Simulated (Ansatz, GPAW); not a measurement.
# Ballistic transport through benzoquinonedithiol between two Ir chains, from relaxation to T(E), part 3 of 4

Wanted: T(E) of benzoquinonedithiol between two Ir chains at a relaxed geometry in two programs, beside the unrelaxed structure.

GPAW 26.7.0 and Ansatz 0.2.0; Ansatz plane waves; relaxation of the junction with the lead ends held; PAW set soft_1 (the session's first sound run).

So far, transmission at the Fermi level (one spin): step 3 (plane-wave reference (PBE)) 0.196.

## Step 4: Double-zeta polarised basis

Localised orbitals split the wire into layers that couple to their neighbours alone, which is what the Green's function method needs; double zeta with polarisation is the usual level for numbers.

This step: GPAW LCAO, PAW setups; Landauer transmission from Green's functions with principal layers (ASE), zero bias (GPAW 26.7.0).

run.py reads:

```python
import json
import numpy as np
from ase import Atoms
from ase.transport.calculators import TransportCalculator
from gpaw import GPAW, FermiDirac
from gpaw.lcao.tools import get_lcao_hamiltonian
from scipy.linalg import eigh

# The junction with lead layers at both ends, along the third cell vector
device = Atoms(
    ['Ir', 'Ir', 'Ir', 'Ir', 'Ir', 'Ir', 'Ir', 'Ir', 'S', 'H', 'C', 'C', 'C', 'O', 'O', 'C', 'C', 'C', 'H', 'S', 'Ir', 'Ir', 'Ir', 'Ir', 'Ir', 'Ir', 'Ir', 'Ir'],
    positions=[
        [5.91560, 4.50000, 1.15000],
        [5.91560, 4.50000, 3.45000],
        [5.91560, 4.50000, 5.75000],
        [5.91560, 4.50000, 8.05000],
        [5.91560, 4.50000, 10.35000],
        [5.91560, 4.50000, 12.65000],
        [4.88874, 4.51082, 14.74017],
        [5.78912, 4.50129, 16.84713],
        [4.81372, 4.50657, 18.84573],
        [7.68702, 4.51625, 20.17871],
        [5.55889, 4.50594, 20.49837],
        [6.86116, 4.51160, 20.89108],
        [4.51208, 4.50068, 21.60387],
        [3.31114, 4.49563, 21.36297],
        [8.51888, 4.51884, 22.55530],
        [7.31793, 4.51280, 22.31451],
        [4.96888, 4.50092, 23.02735],
        [6.27115, 4.50640, 23.42010],
        [4.14308, 4.49588, 23.73977],
        [7.01593, 4.50657, 25.07292],
        [6.04109, 4.50319, 27.07202],
        [6.94222, 4.50843, 29.17862],
        [5.91560, 4.50000, 31.26892],
        [5.91560, 4.50000, 33.56892],
        [5.91560, 4.50000, 35.86892],
        [5.91560, 4.50000, 38.16892],
        [5.91560, 4.50000, 40.46892],
        [5.91560, 4.50000, 42.76892]],
    cell=[[11.83121, 0.0, 0.0], [0.0, 9.0, 0.0], [0.0, 0.0, 43.91892]],
    pbc=True)

# One principal layer of the lead: the first 5 atoms of the device
lead = Atoms(
    ['Ir', 'Ir', 'Ir', 'Ir', 'Ir'],
    positions=[
        [5.91560, 4.50000, 1.15000],
        [5.91560, 4.50000, 3.45000],
        [5.91560, 4.50000, 5.75000],
        [5.91560, 4.50000, 8.05000],
        [5.91560, 4.50000, 10.35000]],
    cell=[[11.83121, 0.0, 0.0], [0.0, 9.0, 0.0], [0.0, 0.0, 11.5]],
    pbc=True)

settings = dict(mode='lcao', basis='dzp', xc='PBE', h=0.18,
                occupations=FermiDirac(0.1), maxiter=250,
                mixer=dict(beta=0.1, nmaxold=8, weight=100.0),
                convergence=dict(density=0.0001))
energies = np.arange(-2, 2 + 1e-9, 0.025)
eta = 0.0001
n1, n2 = 1, 1
# k and -k transmit alike, so half of the mesh across the current serves
mesh = [(i, j) for i in range(n1) for j in range(n2) if (i, j) <= (-i % n1, -j % n2)]
weights = np.array([1 if (i, j) == (-i % n1, -j % n2) else 2 for i, j in mesh]) / (n1 * n2)

# [... helper functions left out ...]
fermi_lead = ground_state(lead, (1, 1, 10), 'lead.txt')
fermi_device = ground_state(device, (1, 1, 2), 'device.txt')
# [... loop over the mesh left out, but for ...]
        # Shift the lead onto the potential of the device's first layer
        shift = ((H[:, 0, 0] - H0[:, 0, 0]) / S0[0, 0]).real.mean()
# [...]
kT = 8.617333e-5 * 300
bias = [0.1, 0.2, 0.5, 1.0, 1.5, 2.0]
# [... integrals and printing left out ...]
```

The run is started by

```sh
OMP_NUM_THREADS=1 OPENBLAS_NUM_THREADS=1 python run.py
```

Numbers of over 12 decimals in the logs are rounded to 6 here.

Log:

```text
basis functions: device 572, principal layer 135
Fermi level: lead -4.2430 eV, device -4.1272 eV; lead shifted by -0.0097 eV
largest coupling past the next layer 1.48e-06 eV, largest misfit of the first layer 0.123 eV
  E-E_F (eV)   T (one spin)  [channel counts left out]
    -2.000    4.4696e-01
    -1.975    5.0536e-01
    -1.950    5.6430e-01
    -1.925    6.2220e-01
    -1.900    6.7754e-01
    -1.875    7.2902e-01
    -1.850    7.7569e-01
    -1.825    8.1674e-01
    -1.800    8.5148e-01
    -1.775    8.7906e-01
    -1.750    8.9823e-01
    -1.725    9.0722e-01
    -1.700    9.0384e-01
    -1.675    8.8565e-01
    -1.650    8.5057e-01
    -1.625    7.9763e-01
[...]
1.825    1.1225e-03
     1.850    9.1732e-04
     1.875    7.0047e-04
     1.900    4.6744e-04
     1.925    2.0615e-04
     1.950    1.8271e-04
     1.975    1.7146e-04
     2.000    1.6287e-04
conductance at 300 K: 0.17061 G0 a cell; thermopower 48.33 uV/K
current from the zero-bias T(E) at 0.1 V: 1.3134 uA
current from the zero-bias T(E) at 0.2 V: 2.5755 uA
current from the zero-bias T(E) at 0.5 V: 5.646 uA
current from the zero-bias T(E) at 1.0 V: 15.715 uA
current from the zero-bias T(E) at 1.5 V: 30.636 uA
current from the zero-bias T(E) at 2.0 V: 38.817 uA
```

Elapsed: 8.3 min, on 1 thread of Arm Neoverse V1, shared host; peak memory 2.6 GiB.

This step gave:

| Quantity | Value |
| --- | --- |
| conductance | 0.1706 G₀ |
| largest coupling past the next principal layer | 1.48e-6 eV |
| largest misfit of the first principal layer | 0.1235 eV |
| shift that aligns the lead | -0.009700 eV |
| basis functions of the junction | 572 |
| basis functions of a principal layer | 135 |
| transmission at the Fermi level (one spin) | 0.1729 |

One spin. The transmission, zone mean by energy, zero at the Fermi level:

energy (eV), transmission, zone mean and a bar:
```
   -2.000       0.45 #############
   -1.800       0.85 #########################
   -1.725       0.91 ##########################
   -1.600       0.73 #####################
   -1.400       0.36 ###########
   -1.225       1.03 ##############################
   -1.200       1.01 #############################
   -1.000       0.34 ##########
   -0.800       0.44 #############
   -0.600       0.85 #########################
   -0.550       0.87 #########################
   -0.400       0.53 ################
   -0.200       0.19 #####
    0.000       0.17 #####
    0.200       0.03 #
    0.400       0.05 ##
    0.600       0.02 
    0.800       0.01 
    1.000       0.06 ##
    1.125       0.88 ##########################
    1.200       0.08 ##
    1.400       0.01 
    1.600       0.00 
    1.800       0.00 
    2.000       0.00
```

Not self-consistent under bias; the bias window is split evenly. The current through one cell, from the zero-bias transmission by bias:

```csv
bias (V),"current through one cell, from the zero-bias transmission (μA)"
0.100,1.31
0.200,2.58
0.500,5.65
1.000,15.7
1.500,30.6
2.000,38.8
```

Transmission of the three most open eigenchannels against energy, zero at the Fermi level:

| energy (eV) | channel 1 | channel 2 | channel 3 |
| --- | --- | --- | --- |
| -2.000 | 0.401 | 0.0453 | 2.3e-4 |
| -1.900 | 0.602 | 0.0748 | 2.3e-4 |
| -1.800 | 0.725 | 0.126 | 2.7e-4 |
| -1.700 | 0.725 | 0.178 | 3.8e-4 |
| -1.600 | 0.594 | 0.133 | 7.0e-4 |
| -1.500 | 0.375 | 0.0254 | 0.00178 |
| -1.400 | 0.192 | 0.169 | 3.3e-5 |
| -1.300 | 0.717 | 0.0816 | 4.0e-5 |
| -1.200 | 0.977 | 0.0307 | 0.00103 |
| -1.100 | 0.557 | 0.0149 | 2.4e-4 |
| -1.000 | 0.332 | 0.0103 | 1.8e-4 |
| -0.900 | 0.322 | 0.00928 | 1.7e-4 |
| -0.800 | 0.431 | 0.00922 | 1.9e-4 |
| -0.700 | 0.651 | 0.00889 | 2.3e-4 |
| -0.600 | 0.840 | 0.00938 | 2.9e-4 |
| -0.500 | 0.816 | 0.0115 | 3.9e-4 |
| -0.400 | 0.516 | 0.0170 | 5.8e-4 |
| -0.300 | 0.222 | 0.0334 | 7.7e-4 |
| -0.200 | 0.104 | 0.0840 | 8.6e-4 |
| -0.100 | 0.186 | 0.0629 | 7.3e-4 |
| 0.000 | 0.123 | 0.0495 | 4.9e-4 |
| 0.100 | 0.0826 | 0.0108 | 1.7e-4 |
| 0.200 | 0.0304 | 2.1e-4 | 9.1e-5 |
| 0.300 | 0.0279 | 0.0114 | 7.4e-5 |
| 0.400 | 0.0466 | 0.00499 | 6.8e-5 |
| 0.500 | 0.0238 | 0.00230 | 6.8e-5 |
| 0.600 | 0.0145 | 0.00103 | 7.2e-5 |
| 0.700 | 0.0121 | 4.2e-4 | 8.3e-5 |
| 0.800 | 0.0136 | 1.3e-4 | 1.0e-4 |
| 0.900 | 0.0212 | 1.4e-4 | 1.8e-5 |
| 1.000 | 0.0573 | 1.9e-4 | 6.6e-6 |
| 1.100 | 0.740 | 2.4e-4 | 2.8e-6 |
| 1.200 | 0.0829 | 3.0e-4 | 1.4e-6 |
| 1.300 | 0.0178 | 3.6e-4 | 8.0e-7 |
| 1.400 | 0.00749 | 4.1e-4 | 5.9e-7 |
| 1.500 | 0.00414 | 4.3e-4 | 5.4e-7 |
| 1.600 | 0.00261 | 4.3e-4 | 6.1e-7 |
| 1.700 | 0.00171 | 3.8e-4 | 7.5e-7 |
| 1.800 | 0.00100 | 3.2e-4 | 8.5e-7 |
| 1.900 | 2.4e-4 | 2.3e-4 | 3.9e-7 |
| 2.000 | 1.6e-4 | 9.3e-12 | 0 |

At the Fermi level T is 0.173 against 0.196 in plane waves. Couplings past the next layer reach 1.5e-6 eV, small enough to drop; the matrix elements of the cell's first layer differ from the bulk lead's by up to 0.12 eV. That layer keeps its own values in the calculation, and only beyond it is the lead taken as perfect. The Fermi levels of lead and junction count from different zeros of potential, one for each periodic cell; with both set to zero, the small remaining shift is what aligns them. Without spin-orbit coupling, which is large for these atoms, channel counts and T are those of the scalar-relativistic bands. By hand: G = 0.1706 × 77.48 μS = 13.2 μS, a resistance of 75.6 kΩ; at 0.1 V a linear junction would pass 1.32 μA, and the integral over the bias window gives 1.31 μA.

## Step 5: GPAW, szp: basis = "szp(dzp)"

One radial function a shell plus polarisation makes the matrices smaller; the question is what that costs.

Edit run.py of step 4 so:

```diff
@@ -55,3 +55,3 @@
 
-settings = dict(mode='lcao', basis='dzp', xc='PBE', h=0.18,
+settings = dict(mode='lcao', basis='szp(dzp)', xc='PBE', h=0.18,
                 occupations=FermiDirac(0.1), maxiter=250,
```

Log:

```text
basis functions: device 338, principal layer 75
Fermi level: lead -3.9603 eV, device -4.0404 eV; lead shifted by -0.0074 eV
largest coupling past the next layer 1.48e-06 eV, largest misfit of the first layer 0.132 eV
  E-E_F (eV)   T (one spin)  [channel counts left out]
    -2.000    4.6590e-01
    -1.975    5.1067e-01
    -1.950    5.5299e-01
[...]
1.975    1.9993e-04
     2.000    1.8807e-04
conductance at 300 K: 0.052671 G0 a cell; thermopower 53.07 uV/K
current from the zero-bias T(E) at 0.1 V: 0.4278 uA
current from the zero-bias T(E) at 0.2 V: 0.94496 uA
current from the zero-bias T(E) at 0.5 V: 3.1219 uA
current from the zero-bias T(E) at 1.0 V: 13.332 uA
current from the zero-bias T(E) at 1.5 V: 26.158 uA
current from the zero-bias T(E) at 2.0 V: 34.444 uA
```

Elapsed: 5.6 min, on 1 thread; peak memory 2.5 GiB.

Numbers from this step:

```yaml
conductance: 0.05267 G₀
largest_misfit_of_the_first_principal_layer: 0.1324 eV
shift_that_aligns_the_lead: -0.007377 eV
basis_functions_of_the_junction: 338
basis_functions_of_a_principal_layer: 75
transmission_at_the_fermi_level_one_spin: 0.04317
```

One spin. Transmission, zone mean against energy, zero at the Fermi level:

```
energy (eV)  transmission, zone mean
     -2.000                    0.466
     -1.800                    0.701
     -1.775                    0.702
     -1.600                    0.483
     -1.400                    0.140
     -1.225                     1.02
     -1.200                    0.909
     -1.000                    0.239
     -0.800                    0.297
     -0.600                    0.736
     -0.550                    0.786
     -0.400                    0.448
     -0.200                    0.107
      0.000                   0.0432
      0.200                   0.0639
      0.325                    0.202
      0.400                    0.124
      0.600                   0.0307
      0.800                   0.0358
      1.000                    0.827
      1.025                    0.879
      1.200                   0.0223
      1.400                  0.00564
      1.600                  0.00297
      1.800                  0.00167
      2.000                   1.9e-4
```

The conductance, 0.0527 G₀, lies 69 % below that of the dzp run.

## Step 6: GPAW, sz: basis = "sz(dzp)"

One function for each valence shell of the setup, as for a first survey of a large system.

Edit run.py of step 5 so:

```diff
@@ -55,3 +55,3 @@
 
-settings = dict(mode='lcao', basis='szp(dzp)', xc='PBE', h=0.18,
+settings = dict(mode='lcao', basis='sz(dzp)', xc='PBE', h=0.18,
                 occupations=FermiDirac(0.1), maxiter=250,
```

Log:

```text
basis functions: device 234, principal layer 60
Fermi level: lead -3.9713 eV, device -4.0983 eV; lead shifted by -0.0044 eV
largest coupling past the next layer 1.47e-06 eV, largest misfit of the first layer 0.077 eV
  E-E_F (eV)   T (one spin)  channels
    -2.000    4.4093e-01    4.0000
    -1.975    4.4802e-01    4.0000
    -1.950    4.5043e-01    4.0000
[...]
1.975    7.6176e-06    1.0000
     2.000    6.4100e-06    1.0000
conductance at 300 K: 0.078282 G0 a cell; thermopower -18.65 uV/K
current from the zero-bias T(E) at 0.1 V: 0.60579 uA
current from the zero-bias T(E) at 0.2 V: 1.2385 uA
current from the zero-bias T(E) at 0.5 V: 4.7827 uA
current from the zero-bias T(E) at 1.0 V: 18.876 uA
current from the zero-bias T(E) at 1.5 V: 28.148 uA
current from the zero-bias T(E) at 2.0 V: 37.677 uA
```

Run time: 4.4 min. Hardware: 1 thread; peak memory 2.5 GiB.

This step gave:

```
conductance                                    : 0.07828 G₀
largest coupling past the next principal layer : 1.47e-6 eV
largest misfit of the first principal layer    : 0.07730 eV
shift that aligns the lead                     : -0.004384 eV
basis functions of the junction                : 234
basis functions of a principal layer           : 60
transmission at the Fermi level (one spin)     : 0.08118
```

The conductance, 0.0783 G₀, lies 54 % below that of the dzp run.

## Step 7: RPBE in the dzp basis: xc = "RPBE"

Back in the dzp basis, the functional changes from PBE to RPBE, to set the spread between functionals beside that between bases.

Edit run.py of step 6 so:

```diff
@@ -55,3 +55,3 @@
 
-settings = dict(mode='lcao', basis='sz(dzp)', xc='PBE', h=0.18,
+settings = dict(mode='lcao', basis='dzp', xc='RPBE', h=0.18,
                 occupations=FermiDirac(0.1), maxiter=250,
```

Log:

```text
basis functions: device 572, principal layer 135
Fermi level: lead -4.1517 eV, device -4.0362 eV; lead shifted by -0.0107 eV
largest coupling past the next layer 1.47e-06 eV, largest misfit of the first layer 0.124 eV
  E-E_F (eV)   T (one spin)  [channel counts left out]
    -2.000    4.3607e-01
    -1.975    4.9501e-01
    -1.950    5.5458e-01
[...]
1.975    1.6902e-04
     2.000    1.6057e-04
conductance at 300 K: 0.16934 G0 a cell; thermopower 46.19 uV/K
current from the zero-bias T(E) at 0.1 V: 1.3074 uA
current from the zero-bias T(E) at 0.2 V: 2.5724 uA
current from the zero-bias T(E) at 0.5 V: 5.5863 uA
current from the zero-bias T(E) at 1.0 V: 15.262 uA
current from the zero-bias T(E) at 1.5 V: 30.156 uA
current from the zero-bias T(E) at 2.0 V: 38.189 uA
```

Elapsed: 8.7 min, on 1 thread; peak memory 2.6 GiB.

Numbers from this step:

| Quantity | Value |
| --- | --- |
| conductance | 0.1693 G₀ |
| largest misfit of the first principal layer | 0.1242 eV |
| shift that aligns the lead | -0.01068 eV |
| basis functions of the junction | 572 |
| basis functions of a principal layer | 135 |
| transmission at the Fermi level (one spin) | 0.1702 |

The conductance, 0.169 G₀, lies 0.7 % below that of the dzp run.

## Step 8: Without the relaxation: geometry = "as built"

The dzp basis with PBE on the structure as first built shows what the relaxation was worth.

Edit run.py of step 7 so:

```diff
@@ -18,18 +18,18 @@
         [5.91560, 4.50000, 12.65000],
-        [4.88874, 4.51082, 14.74017],
-        [5.78912, 4.50129, 16.84713],
-        [4.81372, 4.50657, 18.84573],
-        [7.68702, 4.51625, 20.17871],
-        [5.55889, 4.50594, 20.49837],
-        [6.86116, 4.51160, 20.89108],
-        [4.51208, 4.50068, 21.60387],
-        [3.31114, 4.49563, 21.36297],
-        [8.51888, 4.51884, 22.55530],
-        [7.31793, 4.51280, 22.31451],
-        [4.96888, 4.50092, 23.02735],
-        [6.27115, 4.50640, 23.42010],
-        [4.14308, 4.49588, 23.73977],
-        [7.01593, 4.50657, 25.07292],
-        [6.04109, 4.50319, 27.07202],
-        [6.94222, 4.50843, 29.17862],
+        [5.91560, 4.50000, 14.95000],
+        [5.91560, 4.50000, 17.25000],
+        [4.44777, 4.49999, 19.14880],
+        [7.26232, 4.49999, 19.84460],
+        [5.29398, 4.49999, 20.66084],
+        [6.62873, 4.49999, 20.72449],
+        [4.47535, 4.49999, 21.90858],
+        [3.25000, 4.49999, 21.92374],
+        [8.58121, 4.49999, 21.99518],
+        [7.35586, 4.49999, 22.01034],
+        [5.20248, 4.49999, 23.19444],
+        [6.53723, 4.50000, 23.25808],
+        [4.56889, 4.50000, 24.07433],
+        [7.38344, 4.50000, 24.77012],
+        [5.91560, 4.50000, 26.66892],
+        [5.91560, 4.50000, 28.96892],
         [5.91560, 4.50000, 31.26892],
@@ -55,3 +55,3 @@
 
-settings = dict(mode='lcao', basis='dzp', xc='RPBE', h=0.18,
+settings = dict(mode='lcao', basis='dzp', xc='PBE', h=0.18,
                 occupations=FermiDirac(0.1), maxiter=250,
```

Log:

```text
basis functions: device 572, principal layer 135
Fermi level: lead -4.2430 eV, device -4.2146 eV; lead shifted by -0.0125 eV
largest coupling past the next layer 1.48e-06 eV, largest misfit of the first layer 0.187 eV
  E-E_F (eV)   T (one spin)  [channel counts left out]
    -2.000    3.5367e-02
    -1.975    3.8160e-02
    -1.950    4.1461e-02
[...]
1.975    1.7720e-04
     2.000    4.7529e-05
conductance at 300 K: 0.37446 G0 a cell; thermopower 10.29 uV/K
current from the zero-bias T(E) at 0.1 V: 2.836 uA
current from the zero-bias T(E) at 0.2 V: 5.2581 uA
current from the zero-bias T(E) at 0.5 V: 9.506 uA
current from the zero-bias T(E) at 1.0 V: 15.835 uA
current from the zero-bias T(E) at 1.5 V: 30.048 uA
current from the zero-bias T(E) at 2.0 V: 50.842 uA
```

Wall time 6.9 min (1 thread); peak memory 2.6 GiB.

Numbers from this step:

```
conductance                                    : 0.3745 G₀
largest coupling past the next principal layer : 1.48e-6 eV
largest misfit of the first principal layer    : 0.1874 eV
shift that aligns the lead                     : -0.01254 eV
transmission at the Fermi level (one spin)     : 0.4058
```

One spin. Transmission, zone mean against energy, zero at the Fermi level:

```csv
energy (eV),"transmission, zone mean"
-2.000,0.0354
-1.800,0.0823
-1.600,0.417
-1.400,1.03
-1.200,0.531
-1.000,0.735
-0.975,1.54
-0.800,1.20
-0.775,1.23
-0.600,0.567
-0.400,0.312
-0.200,0.276
0.000,0.406
0.075,0.555
0.200,0.0194
0.400,0.0163
0.600,0.0225
0.800,0.0444
1.000,0.153
1.200,0.978
1.225,1.00
1.400,0.258
1.600,0.0848
1.800,0.0380
2.000,4.8e-5
```

The conductance, 0.374 G₀, lies 119 % above that of the dzp run.

## Step 9: The ladder

Times are wall times on the hardware named with each run. The runs compared:

| no. | run | conductance (G₀) | time | memory (GiB) |
| --- | --- | --- | --- | --- |
| 1 | pw PBE | 0.2002 | 1.7 h | 6.8 |
| 2 | dzp | 0.1706 | 8.3 min | 2.6 |
| 3 | szp | 0.05267 | 5.6 min | 2.5 |
| 4 | sz | 0.07828 | 4.4 min | 2.5 |
| 5 | dzp RPBE | 0.1693 | 8.7 min | 2.6 |
| 6 | asbuilt | 0.3745 | 6.9 min | 2.6 |

(Continued in part 4 of 4.)

[Logs are printed without paths, hosts, clocks, repeated set-up lines and the standing remarks that a program may print on its own settings, such as how far it seeks lower states.]

[Hosts, paths, dates, database ids (printed as entryN), source tags and the programs' standing remarks are cut or masked in the printed files.]
